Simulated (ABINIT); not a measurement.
Si2Ni in ABINIT: the effect of functional

Crystal: Si2Ni.

```xyz
3
Lattice="0.0000 2.7030 2.7030 2.7030 0.0000 2.7030 2.7030 2.7030 0.0000" Properties=species:S:1:pos:R:3 pbc="T T T"
Ni    0.0000    0.0000    0.0000
Si    4.0545    4.0545    4.0545
Si    1.3515    1.3515    1.3515
```

Alike in all runs:

```yaml
Program: ABINIT 10.8.3 (patched build)
Task: single point
Potentials_or_basis: JTH PAW PBE v2.0
Cutoff: 1333 eV
k_mesh: 7 × 7 × 7
Occupations: fermi-dirac, width 0.05 eV
Spin: collinear spin, ferromagnetic start
Starting_moments: "[1.0, 0.0, 0.0] μB"
```

Question: One run gave: pressure -2.5 GPa. Which functional did it use?
A. BLYP
B. RPBE
C. AM05
D. PBEsol
E. LDA

Answer: C.

```tsv
functional	pressure (GPa)
LDA	-4.5
PBEsol	-1.5
RPBE	5.8
BLYP	10.8
AM05	-2.5
```

Caveats: small starting moments can end in a higher magnetic state in this program; the PAW data sets were made with another functional, which shifts forces and pressure a little.

Runs at the PBE level aren't shown here.
